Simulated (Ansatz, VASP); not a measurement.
# La2O: VASP beside Ansatz

Contents of INCAR:

```
SYSTEM = La2O
PREC = Accurate ; ENCUT = 520
EDIFF = 1E-6 ; ISMEAR = 0
SIGMA = 0.1 ; LREAL = .FALSE.
LASPH = .TRUE. ; NELM = 80
ALGO = Normal ; ISIF = 2
LWAVE = .FALSE. ; LCHARG = .FALSE.
GGA = PE ; NBANDS = 37
```

Contents of KPOINTS:

```
regular mesh
0
G
  4 4 4
  0 0 0
```

POSCAR

```
La2O
1.0
    6.3597865300      0.0000000000      0.0000000000
    0.0000000000      6.3597865300      0.0000000000
    0.0000000000      0.0000000000      4.0794449700
La O
4 2
Direct
    0.7824104100      0.2824104100      0.5000000000
    0.2175895900      0.7175895900      0.5000000000
    0.7175895900      0.7824104100      0.5000000000
    0.2824104100      0.2175895900      0.5000000000
    0.0000000000      0.0000000000      0.5000000000
    0.5000000000      0.5000000000      0.5000000000
```

Input for Ansatz:

```yaml
crystal:
  lattice:
    - [6.35978653, 0.0, 0.0]
    - [0.0, 6.35978653, 0.0]
    - [0.0, 0.0, 4.07944497]
  atoms:
    - { symbol: La, position: [0.78241041, 0.28241041, 0.5] }
    - { symbol: La, position: [0.21758959, 0.71758959, 0.5] }
    - { symbol: La, position: [0.71758959, 0.78241041, 0.5] }
    - { symbol: La, position: [0.28241041, 0.21758959, 0.5] }
    - { symbol: O, position: [0.0, 0.0, 0.5] }
    - { symbol: O, position: [0.5, 0.5, 0.5] }
basis:
  ecutwfc: 420
kpoints:
  mp_grid: { grid: [4, 4, 4] }
hamiltonian:
  xc: pbe
scf:
  occupations: { method: gaussian, width: 0.1 }
  lower_state_search: "off"
output:
  forces: true
  stress: true
  eigenvalues: true
```

Alike in both runs: task single point; functional PBE; k mesh 4 × 4 × 4; occupations gaussian, width 0.1 eV; no spin polarisation.

|  | VASP | Ansatz |
| --- | --- | --- |
| version | VASP 6.6.1 | Ansatz 0.2.0 |
| potentials or method | VASP PAW PBE potentials, release 64 (La, O) | scalar-relativistic, plane waves, PAW |
| plane-wave cutoff (eV) | 520 | 420 |
| valence electrons in the cell | 56 | 56 |

VASP gave:

```
gap on the k mesh at the Fermi level (eV)       : none
pressure (GPa)                                  : 12.2
largest component of the traceless stress (GPa) : 14.09
rms of the force components (eV/Å)              : 0.225
```

Task: Which values does Ansatz return?

Result: gap on the k mesh at the Fermi level (eV): none; pressure (GPa): 12.3; largest component of the traceless stress (GPa): 14.16; rms of the force components (eV/Å): 0.227.

Atom by atom the forces differ by 0.002 eV/Å (rms over components). A gap of «none» marks a metal or a gap that the smearing closes. The functional is the same, so the differences come from potentials, cutoffs and numerics.

Caveats: the k mesh is coarse (spacing up to 0.39 Å⁻¹), so the values aren't converged. The runs have no spin-orbit coupling, so splittings on La are missing.
